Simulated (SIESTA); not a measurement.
# Pt under changes of volume

One of the cells (15.080 Å³/atom); the others are scaled copies at fixed shape and fractional positions:

```xyz
1
Lattice="0.0000 1.9609 1.9609 1.9609 0.0000 1.9609 1.9609 1.9609 0.0000" Properties=species:S:1:pos:R:3 pbc="T T T"
Pt    0.0000    0.0000    0.0000
```

| Item | Value |
| --- | --- |
| Program | SIESTA 5.4.2 |
| Functional | PBE |
| Potentials or basis | SG15 1.2 (PBE files) or PseudoDojo by element |
| Basis | DZP (energy shift 0.003 Ry; two zetas on semicore shells) |
| Grid cutoff | 800 Ry |
| Energy shift | 0.003 Ry |
| k mesh | 12 × 12 × 12 |
| Occupations | fermi-dirac, width 0.05 eV |
| Spin | no spin polarisation |

```tsv
volume (Å³/atom)	energy over the lowest point (meV/atom)	pressure (GPa)
14.175	?	?
14.477	88.01	25.1
14.778	48.06	17.5
15.080	21.00	11.0
15.381	5.49	5.9
15.683	0.00	0.2
15.985	3.71	-3.8
```

Problem. What does the run at 14.175 Å³/atom give?

Solution. Energy over the lowest point 143.32 meV/atom; pressure 33.8 GPa.

Worked out: A Birch-Murnaghan fit of order 3 (a polynomial in V^(-2/3)) to the other rows has its minimum at 15.71 Å³/atom with B0 = V·E''(V) = 247 GPa and B' = 5.3. It gives 142.68 meV/atom at 14.175 Å³/atom, against the run's 143.32, and -dE/dV = 33.2 GPa, against 33.8.

Energies are extrapolated to zero smearing.

Caveats: the basis of atomic orbitals isn't converged, which shifts pressures, moduli and gaps.
